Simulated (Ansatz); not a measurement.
# CaS: the cost of one run

Program: Ansatz 0.2.0. PAW datasets, plane waves, zero pressure. Computed at 0 K without zero-point motion; spin polarisation is off.

## (1) Starting point

It is cubic, Fm-3m (No. 225); conventional cell a = 5.709 Å, 23.26 Å³ an atom. Ca has 6 S at 2.85 Å; S has 6 Ca at 2.85 Å.

The structure in full:

```cif
data_structure
_symmetry_space_group_name_H-M 'Fm-3m'
_symmetry_Int_Tables_number 225
_cell_length_a 5.7091
_cell_length_b 5.7091
_cell_length_c 5.7091
_cell_angle_alpha 90.000
_cell_angle_beta 90.000
_cell_angle_gamma 90.000
_cell_volume 186.08
loop_
_atom_site_label
_atom_site_type_symbol
_atom_site_symmetry_multiplicity
_atom_site_Wyckoff_symbol
_atom_site_fract_x
_atom_site_fract_y
_atom_site_fract_z
_atom_site_occupancy
Ca1 Ca 4 a 0.00000 0.00000 0.00000 1
S1 S 4 b 0.50000 0.00000 0.00000 1
```

## (2) Relaxing with PBE

input.yaml

```yaml
crystal:
  lattice:
    - [0.0, 2.854546, 2.854546]
    - [2.854546, 0.0, 2.854546]
    - [2.854546, 2.854546, 0.0]
  atoms:
    - { symbol: Ca, position: [0.0, 0.0, 0.0] }
    - { symbol: S, position: [0.5, 0.5, 0.5] }
kpoints:
  mp_grid: { grid: [8, 8, 8] }
hamiltonian:
  xc: pbe
scf:
  occupations: { method: fermi_dirac, width: 0.02 }
relax:
  f_tol: 0.005
  cell: {}
output:
  write_density: true
  write_potential: true
  elf: true
  volumetric_format: npy
```

On the command line:

```bash
$ ansatz run input.yaml --threads 2 --pin off --max-ram 2211MiB --backend cpu --events-out ev --progress --plain --runs-dir out
```

Q: Estimate wall time and peak memory on 2 threads of Arm Neoverse V1, shared host.

About 2.2 s, with a peak of 0.3 GiB.
